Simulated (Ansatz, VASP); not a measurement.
Ru: VASP beside Ansatz

Contents of INCAR:

```
SYSTEM = Ru
ALGO = Normal
EDIFF = 1E-6
ENCUT = 520
GGA = PE
ISIF = 2
ISMEAR = 0
LASPH = .True.
LCHARG = .False.
LREAL = .False.
LWAVE = .False.
NBANDS = 13
NELM = 80
PREC = Accurate
SIGMA = 0.15
```

The input KPOINTS:

```
k-points
0
Gamma
  20 20 20
  0 0 0
```

Contents of POSCAR:

```
Ru
1.0
   -0.1333558828      1.7669654465      1.7669654465
    1.7669654465     -0.1333558828      1.7669654465
    1.7669654465      1.7669654465     -0.1333558828
Ru
1
Direct
    0.0000000000      0.0000000000      0.0000000000
```

Input for Ansatz:

```yaml
crystal:
  lattice:
    - [-0.1333558828, 1.7669654465, 1.7669654465]
    - [1.7669654465, -0.1333558828, 1.7669654465]
    - [1.7669654465, 1.7669654465, -0.1333558828]
  atoms:
    - { symbol: Ru, position: [0.0, 0.0, 0.0] }
basis:
  ecutwfc: 420
kpoints:
  mp_grid: { grid: [20, 20, 20] }
hamiltonian:
  xc: pbe
scf:
  occupations: { method: gaussian, width: 0.15 }
output:
  forces: true
  stress: true
  eigenvalues: true
```

Change from the starting cell: equal engineering shear yz, xz and xy -0.0700, equal normal strain along x, y and z -0.0375.

Alike in both runs: task single point; functional PBE; k mesh 20 × 20 × 20; occupations gaussian, width 0.15 eV; no spin polarisation.

|  | VASP | Ansatz |
| --- | --- | --- |
| version | VASP 6.6.1 | Ansatz 0.2.0 |
| potentials or method | VASP PAW PBE potentials, release 64 (Ru_pv) | scalar-relativistic, plane waves, PAW |
| plane-wave cutoff (eV) | 520 | 420 |
| valence electrons in the cell | 14 | 16 |

```csv
,VASP,Ansatz,Ansatz less VASP
gap on the k mesh at the Fermi level (eV),none,none,-
pressure (GPa),54.8,54.7,-0.10
largest component of the traceless stress (GPa),25.28,25.25,-0.035
```

A gap of «none» marks a metal or a gap that the smearing closes. With one functional, cell and mesh, what is left measures potentials, basis and numerics. The two sets of potentials don't hold the same shells in valence.

Caveats: so large a pressure means that the cell lies far from this level's equilibrium, or that cutoff or potentials fall short (VASP).
